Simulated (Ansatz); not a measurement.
# PbS (P-6m2) in Ansatz: notebook

The runs below take PbS through single point, relaxation of cell and atoms, with PBE.

Program: Ansatz 0.2.0. These are calculated values, not measurements. Logs are shortened: lines on timing, memory, paths and dates and some standing lists are left out, and cuts for length are marked.

## 1. The structure

Symmetry: P-6m2, No. 187, hexagonal system. The conventional cell has a = 4.090 Å, b = 4.090 Å, c = 3.788 Å, α = 90.00°, β = 90.00°, γ = 120.00°. Pb (site symmetry -6m2) has 6 S at 3.03 Å as nearest neighbours. Around S (site symmetry -6m2) lie 6 Pb at 3.03 Å.

Measurements of this composition are mostly on another form, of space group No. 225.

## 2. Single point, PBE

Input file input.yaml:

```yaml
crystal:
  lattice:
    - [4.0896976867, 0.0, 0.0]
    - [-2.0448488433, 3.5417820905, 0.0]
    - [0.0, 0.0, 3.788167]
  atoms:
    - { symbol: Pb, position: [0.0, 0.0, 0.0] }
    - { symbol: S, position: [0.6666666667, 0.3333333333, 0.5] }
hamiltonian:
  xc: pbe
  pseudopotentials: { kind: paw }
kpoints:
  mp_grid: { grid: [8, 8, 7] }
scf:
  occupations: { method: gaussian, width: 0.011 }
output:
  forces: true
  stress: true
  eigenvalues: true
```

Potentials or basis: Ansatz PAW.

The run is started by

```
ansatz run input.yaml --threads 2 --pin off --max-ram 5632MiB --backend cpu --events-out ev --progress --plain --runs-dir out
```

Standard output:

```text
Warning: RAYON_NUM_THREADS=2 ignored (pool sized by the plan → 2); use --threads N
Engine: ansatz 0.2.0, x86_64-unknown-linux-gnu
Pseudopotentials: kind: paw
Pseudopotential: Pb, paw, valence charge 14, recommended cutoff 420 eV (normal), Pb.paw.azcp
Pseudopotential: S, paw, valence charge 6, recommended cutoff 420 eV (normal), S.paw.azcp
Functional definition: PBE
  parameter kappa = 0.804
  parameter beta = 0.06672455060314922
  exchange = pbe_x(kappa = kappa, mu = beta*pi^2/3)
  correlation = pbe_c(beta = beta)
Crystal: 2 atoms, lattice volume = 54.871 Å³
Basis set: ecut = 420 eV, 1105 PW (Γ), exchange–correlation on 60×60×54 points (8 copies of the dense FFT grid, shifted against one another)
Bands: 14, of which v1, the nominal top of the filled ones, is band 10 counted from 1 (9 counted from 0)
Symmetry: 12 space group operations
Space group: P-6m2 (ITA 187), of the structure as read, at distance tolerance 3.8e-5 Å
k-points: 40 of 448 (time reversal used)
Non-local potential: Pb, projectors of the file, l = 0: 2, l = 1: 2, l = 2: 2, l = 3: 2
Non-local potential: S, projectors of the file, l = 0: 2, l = 1: 2, l = 2: 2
PAW form: soft (Blöchl's): semilocal exchange-correlation on the pseudo side does not see the compensation charge
PAW one-centre angular grid: Pb, 590 points (default); XC on 64 Gauss nodes
PAW one-centre angular grid: S, 110 points (default); XC on 64 Gauss nodes
Initial density: superposition of atomic densities (neutral atoms: chi_scale 0, normalization atom), corrected by the library's trained network
Initial wavefunctions: pseudopotential atomic-orbital guess
Functional: x = pbe(κ = 0.804, μ = 0.2195149727645171), c = pbe(β = 0.06672455060314922)
SCF iter   1: F=—  HF=-12809.325069 eV  |F-HF|=—  |Δ(HF+E_count)|=         —  Δρ=1.54e-3  dr2=1.38e-3  ethr=1.77e-3  ⟨swp⟩=6.2  Hψ=3379  notcnv=0
preconditioner: auto → none  [insulator: Δε(μ)=0.212 eV  Ē_g=15.279 eV  σ=0.011 eV  W_gap=1.00  n_scr=8 (ndim 8)  ℏωp=22.4 eV  f_vac=0.003  D(μ)=0.00/eV (n_scr^D=0)  ε∞_Penn≈3.2]
SCF iter   2: F=—  HF=-12809.324387 eV  |F-HF|=—  |Δ(HF+E_count)|=   6.83e-4  Δρ=7.52e-4  dr2=2.26e-4  ethr=6.90e-6  ⟨swp⟩=2.0  Hψ=1442  notcnv=0
SCF iter   3: F=—  HF=-12809.324639 eV  |F-HF|=—  |Δ(HF+E_count)|=   2.52e-4  Δρ=2.09e-4  dr2=1.78e-5  ethr=1.13e-6  ⟨swp⟩=3.0  Hψ=1120  notcnv=0
SCF iter   4: F=—  HF=-12809.324615 eV  |F-HF|=—  |Δ(HF+E_count)|=   2.44e-5  Δρ=5.29e-5  dr2=1.06e-6  ethr=8.90e-8  ⟨swp⟩=2.0  Hψ=953  notcnv=0
iter 5 did not close the SCF: its close was put off for the readings that it lacked (scf_convergence_deferred on its scf_iter line)
SCF iter   5: F=-12809.324617 eV  HF=-12809.324617 eV  |F-HF|=4.85e-8  |Δ(HF+E_count)|=   2.81e-6  Δρ=5.69e-6  dr2=1.17e-8  ethr=5.30e-9  ⟨swp⟩=2.0  Hψ=960  notcnv=0
SCF iter   6: F=-12809.324617 eV  HF=-12809.324617 eV  |F-HF|=8.39e-10  |Δ(HF+E_count)|=   5.57e-8  Δρ=9.98e-7  dr2=5.37e-10  ethr=5.87e-11  ⟨swp⟩=2.3  Hψ=1889  notcnv=0
SCF 1 converged in 6 iterations: F = -12809.324617 eV  dr2 = 5.37e-10
SCF converged after 6 iterations
Free energy (F): -12809.324617 eV
Harris-Foulkes:  -12809.324617 eV  (|F-HF|=8.39e-10)
Internal energy: -12809.324617 eV  (E = F + TS)
E sigma→0 (E₀):  -12809.324617 eV
Fermi energy:    7.703235 eV
--- Per-component energies (eV) ---
  E_band       = -67.862360
  E_kinetic    = 392.458479
  E_local      = -1274.258897  (includes V_loc(G=0)·N_el)
  E_nonlocal   = 378.444624
  E_hartree    = 495.243174
  E_xc         = -318.021863
  E_vxc        = -219.792643  (∫ρ·V_xc dr)
  E_paw        = -11003.247636  (= ΣΔE_a)
  E_vpaw       = -335.200595  (= ΣTr[D̂ρ^β])
  E_aug_tail   = 0.000048  (compensation charges beyond the density's cutoff)
  E_ewald      = -1479.942547
  E_smearing   = -0.000000  (= −TS)
  E_closure    = 0.000000  (closes the sum)
  Σ components = -12809.324617   (vs F -12809.324617, Δ=0.00e0)
--- Forces (eV/Å), atoms counted from 1 ---
  atom   1  Pb     0.00000000     0.00000000     0.00000000
  atom   2  S     -0.00000000     0.00000000    -0.00000000
  max |Σ_I F_I| component: 5.55e-17 eV/Å
--- Stress (GPa, compression-positive) ---
        0.080996      -0.000000       0.000000
       -0.000000       0.080996       0.000000
        0.000000      -0.000000       0.062689
  P = ⅓ Tr σ = 0.0749 GPa (0.749 kbar)
--- Band table (eV; the first three rows and the last of 40) ---
  k-point 0: bands = ["-9.2196", "-9.2000", "-9.2000", "-9.0990", "-9.0990", "-5.4626", "1.2405", "5.5343", "6.0130", "6.0130", "11.1419", "11.1419", "12.9423", "14.1900"]
  k-point 1: bands = ["-9.1985", "-9.1985", "-9.1971", "-9.1076", "-9.1076", "-5.3114", "0.7669", "5.7803", "6.1124", "6.1124", "11.2317", "11.2317", "12.3572", "14.5280"]
  k-point 2: bands = ["-9.1949", "-9.1949", "-9.1471", "-9.1268", "-9.1268", "-4.9008", "-0.2558", "6.3515", "6.3515", "6.4250", "10.6523", "11.4230", "11.4230", "15.5872"]
  k-point 39: bands = ["-9.2224", "-9.1792", "-9.1685", "-9.1514", "-9.0654", "-3.6995", "0.4335", "3.6425", "4.0316", "5.3248", "7.8064", "11.6588", "13.1387", "15.3709"]
```

Wall time 1.1 s (2 threads of Intel Xeon Platinum 8488C (Sapphire Rapids), shared host); peak memory 0.4 GiB.

Results:

```yaml
Free_energy: -12809.3246 eV
Pressure: 0.1 GPa
Band_gap_on_the_k_mesh: 0.21 eV, indirect (least direct gap 1.64 eV)
```

Caveat: odd divisions of the mesh miss points on the zone boundary, where band edges often lie, so the gap on the mesh can be too wide; spin-orbit coupling is left out, which as a rule narrows the gap of such compounds by several tenths of an eV.

## 3. Relaxation of cell and atoms, PBE

Changes to input.yaml since step 2:

```diff
@@ -14,3 +14,3 @@
 scf:
-  occupations: { method: gaussian, width: 0.011 }
+  occupations: { method: fermi_dirac, width: 0.05 }
 output:
@@ -19 +19,9 @@
   eigenvalues: true
+  write_density: true
+  write_potential: true
+  elf: true
+  volumetric_format: npy
+relax:
+  f_tol: 0.01
+  max_steps: 40
+  cell: { stress_tol: 0.05 }
```

Potentials or basis: Ansatz PAW.

The run is started by

```
ansatz run input.yaml --threads 2 --pin off --max-ram 5632MiB --backend cpu --events-out ev --progress --plain --runs-dir out
```

Run time: 3.5 s. Hardware: 2 threads of Intel Xeon Platinum 8488C (Sapphire Rapids), shared host; peak memory 0.42 GiB.

Results (log left out):

```yaml
Free_energy: -12809.3251 eV
Energy_gained_by_relaxing: 0.0 meV/atom
Ionic_steps: 2
Pressure_after_relaxing: 0.0 GPa
Band_gap_on_the_k_mesh: 0.21 eV, indirect (least direct gap 1.64 eV)
```

Final structure:
```xyz
2
Lattice="4.0897 0.0000 0.0000 -2.0448 3.5418 0.0000 0.0000 0.0000 3.7882" Properties=species:S:1:pos:R:3 pbc="T T T"
Pb    0.0000    0.0000    0.0000
S     2.0448    1.1806    1.8941
```

Levels at points of the mesh, in eV from the valence-band top:
| k point | band 7 | band 8 | band 9 | band 10 | band 11 | band 12 | band 13 | band 14 |
| --- | --- | --- | --- | --- | --- | --- | --- | --- |
| (0.00, 0.00, 0.00) | -6.36 | -2.07 | -1.59 | -1.59 | 3.54 | 3.54 | 5.34 | 6.59 |
| (0.00, -0.50, 0.00) | -8.36 | -2.60 | -1.70 | -1.09 | 2.01 | 4.02 | 5.35 | 5.48 |

Caveat: odd divisions of the mesh miss points on the zone boundary, where band edges often lie, so the gap on the mesh can be too wide; the plane-wave basis is chosen anew once the cell has moved, so the energies of steps on either side of that aren't comparable; spin-orbit coupling is left out, which as a rule narrows the gap of such compounds by several tenths of an eV.
